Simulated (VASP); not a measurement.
**Band edges against the vacuum: BAs(110)**

Aim: ionisation energy and electron affinity of BAs(110), from a slab and a bulk run lined up through core potentials.

Program: VASP 6.6.1. Level of theory: PBEsol; plane waves and PAW (B, As). Results are calculated unless marked as measured.

Experimental background.

“Thermal expansion coefficients of high thermal conducting BAs and BP materials” (2019, arxiv:1906.04101) reports for BAs, zinc blende, by single-crystal XRD (Mo K-alpha) (CVT-grown single crystal, 100 K): lattice constant a (cubic a at 100 K) 4.7741 ± 0.0015 Å.

For BAs, zinc blende (CVT-grown opaque bulk crystals, 300 K), “Optical properties of cubic boron arsenide” (2019, arxiv:1911.04914) gives, by spectroscopic ellipsometry: band gap (direct gap from square of absorption coefficient, average of two …) about 4.12 eV [Extrapolated from square of absorption coefficient from ellipsometry; average of two …].

Most raw output is cut from this account.

## Step 1: The starting structure

Symmetry: F-43m, No. 216, cubic system. Conventional cell: a = 4.780 Å, b = 4.780 Å, c = 4.780 Å, α = 90.00°, β = 90.00°, γ = 90.00°. Nearest to B lie 4 As at 2.07 Å. Nearest to As lie 4 B at 2.07 Å. Farther neighbours are not listed.

Coordinates:

```xyz
2
Lattice="0.0000 2.3900 2.3900 2.3900 0.0000 2.3900 2.3900 2.3900 0.0000" Properties=species:S:1:pos:R:3 pbc="T T T"
B     0.0000    0.0000    0.0000
As    1.1950    1.1950    1.1950
```

## Step 2: Relaxing the bulk crystal

First cell and atoms are relaxed at a raised cutoff, so that later runs start from this functional's own cell.

Contents of INCAR:

```
SYSTEM = BAs
PREC = Accurate
ENCUT = 420
EDIFF = 1E-06
NELM = 120
ISMEAR = 0
SIGMA = 0.03
LREAL = .FALSE.
ALGO = Normal
GGA = PS
NBANDS = 10
LORBIT = 11
LWAVE = .FALSE.
LCHARG = .FALSE.
KPAR = 4
LASPH = .TRUE.
IBRION = 2
NSW = 40
ISIF = 3
EDIFFG = -0.02
POTIM = 0.4
```

Contents of POSCAR:

```
BAs
1.0
    0.0000000000      2.3900000000      2.3900000000
    2.3900000000      0.0000000000      2.3900000000
    2.3900000000      2.3900000000      0.0000000000
B As
1 1
Direct
    0.0000000000      0.0000000000      0.0000000000
    0.2500000000      0.2500000000      0.2500000000
```

Contents of KPOINTS:

```
Automatic mesh
0
Gamma
7 7 7
0 0 0
```

Potentials, in the order of the species: B and As (PBE family, release 64).

Run with:

```
mpirun -np 4 vasp_std
```

Elapsed: 1.8 s, on 4 MPI ranks of Intel Xeon 6975P-C (Granite Rapids), shared host; peak memory 0.49 GiB.

The PAW data sets were made with PBE, which is usual practice but a small mismatch for other functionals. The run keeps the 24 symmetry operations of its start, so it cannot find a distortion of lower symmetry.

Little changed from the start: no atom moved by 0.005 Å and no cell edge by 0.1 %.

This step gave:

* electronic steps: 12
* electrons: 8
* free energy (TOTEN): -12.20 eV
* Fermi energy: 6.196 eV

The start already met the threshold, so nothing moved.

## Step 3: Band edges of the bulk

A static bulk run at the slab's cutoff gives the band edges and the core potentials that tie them to the slab.

Contents of INCAR:

```
SYSTEM = BAs
PREC = Normal
ENCUT = 360
EDIFF = 1E-06
NELM = 120
ISMEAR = 0
SIGMA = 0.03
LREAL = .FALSE.
ALGO = Normal
GGA = PS
NBANDS = 10
LORBIT = 11
LWAVE = .FALSE.
LCHARG = .FALSE.
KPAR = 4
LASPH = .TRUE.
```

POSCAR is that of step 2.

Contents of KPOINTS:

```
Automatic mesh
0
Gamma
16 16 16
0 0 0
```

Run with:

```
mpirun -np 4 vasp_std
```

The job ended after 2 s (4 MPI ranks; peak memory 0.49 GiB).

The gap is read on the k-mesh alone, so it is an upper bound where the band edges lie off the mesh.

Numbers from this step:

```
Fermi energy                   : 6.174 eV
metallic                       : no
gap on the k-mesh              : 1.094 eV
least direct gap on the k-mesh : 3.237 eV
```

## Step 4: Surface relaxation

System of this step: BAs(110). The cell holds 18 atoms: 9 B and 9 As. Its edges and angles: a = 3.380 Å, b = 4.780 Å, c = 29.520 Å, α = 90.0°, β = 90.0°, γ = 90.0°. It derives from BAs. 9 layers, cut at this functional's lattice. Vacuum lies along c.

All atoms relax at the fixed cell.

Contents of INCAR:

```
SYSTEM = BAs
PREC = Normal
ENCUT = 360
EDIFF = 1E-05
NELM = 120
ISMEAR = 0
SIGMA = 0.03
LREAL = Auto
ALGO = Fast
GGA = PS
NBANDS = 54
LORBIT = 11
LWAVE = .FALSE.
LCHARG = .FALSE.
KPAR = 4
LASPH = .TRUE.
IBRION = 2
NSW = 60
ISIF = 2
EDIFFG = -0.03
POTIM = 0.4
MAXMIX = 40
IDIPOL = 3
LDIPOL = .TRUE.
DIPOL = 0.5 0.5 0.5
```

Contents of POSCAR:

```
BAs
1.0
    3.3799704141      0.0000000000      0.0000000000
    0.0000000000      4.7800000000      0.0000000000
    0.0000000000      0.0000000000     29.5198816563
B As
9 9
Direct
    0.0000000000      0.0000000000      0.2710038000
    0.5000000000      0.5000000000      0.3282528500
    0.0000000000      0.0000000000      0.3855019000
    0.5000000000      0.5000000000      0.4427509500
    0.0000000000      0.0000000000      0.5000000000
    0.5000000000      0.5000000000      0.5572490500
    0.0000000000      0.0000000000      0.6144981000
    0.5000000000      0.5000000000      0.6717471500
    0.0000000000      0.0000000000      0.7289962000
    0.0000000000      0.7500000000      0.3282528500
    0.5000000000      0.2500000000      0.2710038000
    0.0000000000      0.7500000000      0.4427509500
    0.5000000000      0.2500000000      0.3855019000
    0.0000000000      0.7500000000      0.5572490500
    0.5000000000      0.2500000000      0.5000000000
    0.0000000000      0.7500000000      0.6717471500
    0.5000000000      0.2500000000      0.6144981000
    0.5000000000      0.2500000000      0.7289962000
```

Contents of KPOINTS:

```
Automatic mesh
0
Gamma
7 5 1
0 0 0
```

Run with:

```
mpirun -np 4 vasp_std
```

Run time: 2.1 min. Hardware: 4 MPI ranks; peak memory 1.2 GiB; 8.4 min of CPU time.

The run keeps the 4 symmetry operations of its start, so it cannot find a distortion of lower symmetry.

The steps of the relaxation:

```csv
step,energy less that of the first step (eV),largest force (eV/Å)
1,0.0000,2.5933
2,-0.7397,1.8892
3,-1.0806,1.0222
4,-1.0915,1.0741
5,-1.4246,0.7590
6,-1.5022,0.7541
7,-1.5865,0.3908
8,-1.5896,0.3139
9,-1.6078,0.2306
10,-1.6079,0.2399
11,-1.6172,0.1331
12,-1.6174,0.1301
13,-1.6220,0.0933
14,-1.6245,0.1114
15,-1.6273,0.0666
16,-1.6279,0.0640
17,-1.6279,0.0706
18,-1.6294,0.0397
19,-1.6294,0.0417
20,-1.6299,0.0293
```

The atoms that moved most (Å):

```csv
atom,dx,dy,dz,length
B9,0.000,0.254,-0.372,0.450
B1,0.000,0.254,0.372,0.450
As18,0.000,0.053,0.179,0.187
As11,0.000,0.053,-0.179,0.187
As10,0.000,-0.066,-0.013,0.067
As16,0.000,-0.066,0.013,0.067
B2,0.000,-0.044,-0.024,0.050
B8,0.000,-0.044,0.024,0.050
```

The relaxed structure:

```xyz
18
Lattice="3.3800 0.0000 0.0000 0.0000 4.7800 0.0000 0.0000 0.0000 29.5199" Properties=species:S:1:pos:R:3
B     0.0000    0.2536    8.3716
B     1.6900    2.3464    9.6662
B     0.0000   -0.0337   11.3833
B     1.6900    2.3462   13.0640
B     0.0000   -0.0425   14.7599
B     1.6900    2.3462   16.4559
B     0.0000   -0.0337   18.1366
B     1.6900    2.3464   19.8537
B     0.0000    0.2536   21.1483
As    0.0000    3.5193    9.6766
As    1.6900    1.2482    7.8210
As    0.0000    3.5425   13.0671
As    1.6900    1.1589   11.3614
As    0.0000    3.5425   16.4528
As    1.6900    1.1547   14.7599
As    0.0000    3.5193   19.8433
As    1.6900    1.1589   18.1585
As    1.6900    1.2482   21.6989
```

This step gave:

```yaml
electronic_steps: 138
electrons: 72
free_energy_toten: -106.4076 eV
fermi_energy: 0.7155 eV
dipole_moment: 0, 0, 0 e·Å
gap_on_the_k_mesh: 0.3293 eV
least_direct_gap_on_the_k_mesh: 1.426 eV
```

The run ended after 20 ionic steps, 1.630 eV below its first step, once the forces on the free atoms met EDIFFG = -0.03.

## Step 5: Potential and states of the slab

A static run writes the electrostatic potential without exchange and correlation (LVHAR), which is flat in the vacuum and gives the level to count from. The dipole correction cancels the field that unlike faces would set up across the vacuum.

Contents of INCAR:

```
SYSTEM = BAs
PREC = Normal
ENCUT = 360
EDIFF = 1E-06
NELM = 120
ISMEAR = 0
SIGMA = 0.03
LREAL = Auto
ALGO = Fast
GGA = PS
NBANDS = 54
LORBIT = 11
LWAVE = .FALSE.
LCHARG = .TRUE.
KPAR = 4
LASPH = .TRUE.
IDIPOL = 3
LDIPOL = .TRUE.
DIPOL = 0.5 0.5 0.5
LVHAR = .TRUE.
LVACPOTAV = .TRUE.
NEDOS = 1500
```

Contents of POSCAR:

```
BAs
1.0
    3.3799704141      0.0000000000      0.0000000000
    0.0000000000      4.7800000000      0.0000000000
    0.0000000000      0.0000000000     29.5198816563
B As
9 9
Direct
    0.0000000000      0.0530583474      0.2835912826
    0.5000000000      0.4908696693      0.3274480817
    0.0000000000      0.9929402440      0.3856137941
    0.5000000000      0.4908457567      0.4425477924
    0.0000000000      0.9911068492      0.5000000000
    0.5000000000      0.4908457567      0.5574522076
    0.0000000000      0.9929402440      0.6143862059
    0.5000000000      0.4908696693      0.6725519183
    0.0000000000      0.0530583474      0.7164087174
    0.0000000000      0.7362655739      0.3278000766
    0.5000000000      0.2611309273      0.2649387390
    0.0000000000      0.7411010283      0.4426543712
    0.5000000000      0.2424540718      0.3848734574
    0.0000000000      0.7411010283      0.5573456288
    0.5000000000      0.2415619137      0.5000000000
    0.0000000000      0.7362655739      0.6721999234
    0.5000000000      0.2424540718      0.6151265426
    0.5000000000      0.2611309273      0.7350612610
```

KPOINTS is that of step 4.

Contents of KPOINTS_OPT:

```
Line mode
14
Line-mode
Reciprocal
  0.00000000   0.00000000   0.00000000 GAMMA
  0.50000000   0.00000000   0.00000000 X

  0.50000000   0.00000000   0.00000000 X
  0.50000000   0.50000000   0.00000000 S

  0.50000000   0.50000000   0.00000000 S
  0.00000000   0.50000000   0.00000000 Y

  0.00000000   0.50000000   0.00000000 Y
  0.00000000   0.00000000   0.00000000 GAMMA

  0.00000000   0.00000000   0.00000000 GAMMA
  0.50000000   0.50000000   0.00000000 S
```

Run with:

```
mpirun -np 4 vasp_std
```

Wall time 60 s (4 MPI ranks); peak memory 1.6 GiB.

Numbers from this step:

- electronic steps: 23
- Fermi energy: 0.6874 eV
- least gap on mesh and path: 0.1773 eV
- least direct gap on mesh and path: 1.365 eV
- vacuum levels: 5.635, 5.635 eV
- ionisation potentials of the upper and lower face: 5.074, 5.074 eV
- electron affinities of the upper and lower face: 4.896, 4.896 eV

Electronic bands along the path, in eV, zero at the valence-band top; v1 is the highest filled band, c1 the lowest empty one:

```csv
point,v4,v3,v2,v1,c1,c2,c3,c4
Γ,-0.32,-0.21,-0.08,0.00,1.43,1.68,1.69,2.14
0.46 of the way,-2.01,-1.58,-1.23,-0.85,1.34,1.53,2.04,2.25
X,-2.56,-2.30,-1.38,-1.19,0.18,0.23,1.55,1.83
0.54 of the way,-2.27,-2.14,-1.19,-1.04,0.66,0.78,2.49,2.52
S,-1.87,-1.82,-1.10,-0.90,0.94,1.15,3.23,3.35
0.46 of the way,-1.69,-1.67,-0.97,-0.93,1.28,1.35,3.52,3.60
Y,-1.67,-1.61,-1.05,-1.00,0.93,1.05,2.12,2.59
0.54 of the way,-0.95,-0.93,-0.59,-0.42,1.21,1.44,1.84,2.30
Γ,-0.32,-0.21,-0.08,0.00,1.43,1.68,1.69,2.14
0.54 of the way,-1.72,-1.49,-0.98,-0.85,1.12,1.27,2.58,2.72
S,-1.87,-1.82,-1.10,-0.90,0.94,1.15,3.23,3.35
```

Of the projections kept (B, As), the largest for each band there; the rest of the weight can lie on other orbitals:

```csv
point,v4,v3,v2,v1,c1,c2,c3,c4
Γ,As 0.65,As 0.52,As 0.62,As 0.52,B 0.53,B 0.62,B 0.55,B 0.70
X,As 0.59,As 0.55,As 0.73,As 0.70,B 0.79,B 0.75,B 0.51,As 0.52
S,As 0.56,As 0.58,As 0.71,As 0.71,B 0.82,B 0.83,B 0.50,B 0.53
Y,As 0.53,As 0.54,As 0.68,As 0.68,B 0.78,B 0.80,As 0.54,B 0.50
Γ,As 0.65,As 0.52,As 0.62,As 0.52,B 0.53,B 0.62,B 0.55,B 0.70
S,As 0.56,As 0.58,As 0.71,As 0.71,B 0.82,B 0.83,B 0.50,B 0.53
```

The planar average of the electrostatic potential oscillates, so the rows of the table below give means over windows of 1.69 Å about each position, cut where the curve ends. Its maxima inside the range that stand out by 2 % of the span (Å: eV): 8.8: -3.31, 10.5: -2.42, 12.2: -2.31, 13.9: -2.39, 15.6: -2.39, 17.3: -2.31, 19.0: -2.42, 20.8: -3.31. Its minima: 8.1: -7.21, 9.5: -8.09, 11.2: -8.08, 13.3: -8.07, 15.0: -8.09, 16.2: -8.07, 18.3: -8.08, 20.0: -8.09, 21.4: -7.21.

Zero at the Fermi level. The planar average of the electrostatic potential by height; means over each step:

height (Å), planar average of the electrostatic potential (eV) and a bar from the least value:
```
     0.84       4.95 ##############################
     2.54       4.95 ##############################
     4.23       4.95 ##############################
     5.92       4.62 #############################
     7.61      -3.29 ########
     9.30      -6.15 
    10.99      -6.03 
    12.68      -6.02 
    14.37      -6.06 
    16.05      -6.05 
    17.75      -6.01 
    19.44      -6.03 
    21.12      -5.25 ##
    22.82       2.26 #######################
    24.51       4.93 ##############################
    26.20       4.95 ##############################
    27.89       4.95 ##############################
```

Density of states in the PAW spheres, an atom over height of the layer and energy from the Fermi level.

Ten even steps from '_' (0.004 states/eV) to '@' (0.685 states/eV), each cell a mean:
```
__--__________________--__
__________________________
..______________________..
--............__..::....--
@@==::..........::::..==@@
**::::::::::::..::::..::**
==::----------------::::==
++::------------------::++
**--============++====--**
==----====++==--====----==
--::======--==--++==--::--
--::==========--++==--::--
::::------==----====::::::
----==------------++------
::::------==--::==--::::::
....::::::::::..::--......
......::::::::..::::......
..::::............::..::..
__..__________________..__
::--::::........::--::--::
::------::..::----------::
..::==--========--==++::..
```
Columns: height of the layer (Å) from 7.8 to 21.7 (not evenly spaced); rows upwards: energy from the Fermi level (eV) from -7.9 to 0.5.

Electrostatic potential energy in the cb plane at fractional x = 0.000, with atoms of B and As within 0.2 Å of it. With pseudopotentials it is smooth inside the atoms' cores, unlike the true potential.

Ten even steps from '0' (-37 eV) to '9' (6 eV), each cell a mean:
```
99999999999999999999873246667625257657734437
99999999999999999999988762003654474001664466
99999999999999999999999850220588860130378872
99999999999999999999999840330589860140288872
99999999999999999999999861001689973000589985
99999999999999999999999986446899987546889988
99999999999999999999999998888999998888999999
99999999999999999999999999999999999999999999
99999999999999999999999999999999999999999999
99999999999999999999988889999998999999998899
99999999999999999999974358999887789999987789
99999999999999999999853626899742378999852258
99999999999999999999843726888628448888726637
```
Columns run along c (16.0 Å, from fractional 0.00 to 0.55 of the cell; values clipped at the 3rd and 97th percentile), rows up along b (4.8 Å). Atoms in or near the plane, at fractional coordinates: B at (0.28, 0.05), B at (0.39, 0.99), B at (0.50, 0.99), As at (0.33, 0.74), As at (0.44, 0.74).

Valence density in the cb plane at fractional x = 0.000, with atoms of B and As within 0.2 Å of it. It is the smooth field of the valence electrons, not physical close to the nuclei.

Ten even steps from '0' (-0.10 e/Å³) to '9' (0.83 e/Å³), each cell a mean:
```
11111111111111111111135898766786887666787787
11111111111111111111123689768877788768887789
11111111111111111111112477127754577305865568
11111111111111111111111355006633356204643346
11111111111111111111111246556422236656532235
11111111111111111111111134664321124565321123
11111111111111111111111122332211112333211112
11111111111111111111111112221111111221111111
11111111111111111111122221111122211111112211
11111111111111111111234432111223321111123321
11111111111111111111257643212245432111235532
11111111111111111111357554222467743212357753
11111111111111111111245676434575764333576675
```
Columns run along c (16.0 Å, from fractional 0.00 to 0.55 of the cell), rows up along b (4.8 Å). Atoms in or near the plane, at fractional coordinates: B at (0.28, 0.05), B at (0.39, 0.99), B at (0.50, 0.99), As at (0.33, 0.74), As at (0.44, 0.74).

The map of layer states is cut here 0.5 eV above the Fermi level, so it leaves out the states above that.

The vacuum level lies 5.07 eV above the highest filled level at the upper face; both faces agree, as the slab has next to no dipole.

The program found no field-free point at its default tolerance, but its printed level agrees with the flat part of the planar average.

## Step 6: Lining up bulk and slab

This step: band edges against the vacuum, PBEsol; plane waves and PAW (VASP 6.6.1).

No new run; the numbers come from the runs before.

This step gave:

* ionisation energy: 5.015 eV
* offset spread: 0.02890 eV
* bulk gap: 1.094 eV
* slab gap: 0.1773 eV
* electron affinity: 3.922 eV
* buckling: 0.5506 Å
* tilt: 28.97 degree
* surface energy, relaxed: 1.694 J/m²

The averaged core potentials of the four middle atoms lie -5.404 eV from those of the bulk run. The bulk valence top (6.024 eV), moved by that offset, is taken from the upper vacuum level (5.635 eV).

## Step 7: What came out

| Property | Result |
| --- | --- |
| ionisation energy | 5.02 eV |
| electron affinity | 3.92 eV |
| buckling | 0.551 Å |
| surface energy, relaxed | 1.69 J/m² |

The bulk valence-band top lies 5.02 eV below the vacuum of BAs(110), and the conduction-band bottom 3.92 eV. The top layer buckles by 0.55 Å, a tilt of 29°, with As outermost, as the anion takes the dangling-bond electrons and the cation flattens towards sp². The surface costs 1.69 J/m². The slab's least gap is 0.18 eV, against 1.09 eV in the bulk. Confinement widens it, surface states can narrow it, and the two gaps need not lie at the same wave vector; the faces' own affinities count to the slab's lowest empty state. The offsets of the four middle atoms spread by 0.03 eV; a shift common to all four would not show in it. The bulk edges are read on a mesh, so a band minimum between its points makes the gap too large and the affinity too small. One thickness was run. Semilocal band edges put the valence top too high and the gap too small. Spin-orbit coupling, left out here, would raise the valence top further.

Computed beside measured:

| quantity | measured | PBEsol |
| --- | --- | --- |
| lattice constant a (Å) | 4.7741 | 4.780 (+0.1 %) |
| band gap (direct gap) (eV) | 4.12 | 3.24 (-0.88 eV) |

Measured values from arxiv:1906.04101 (2019) and arxiv:1911.04914 (2019).

Verdict: The lattice constant a is off by +0.1 %: good agreement. The band gap is off by -0.88 eV: a clear miss. Local and semilocal functionals usually give gaps below the measured ones. An optical gap can lie under the band gap by the exciton's binding. Zero-point and thermal motion shift the measured gap. The grades are ours: good and fair within 0.7 and 1.5 % for the lattice constant a. For lattice constants the calculation has a static lattice, without zero-point motion or thermal expansion (measured at up to 100 K).

[Lines on the potential files, build, host, timing and source positions are cut from VASP's logs without a mark.]

[Logs are printed without paths, hosts, clocks, repeated set-up lines and the standing remarks that a program may print on its own settings, such as how far it seeks lower states.]

[Hosts, paths, dates, database ids (printed as entryN), source tags and the programs' standing remarks are cut or masked in the printed files.]

[Runs that stopped without an error message from VASP are left out.]
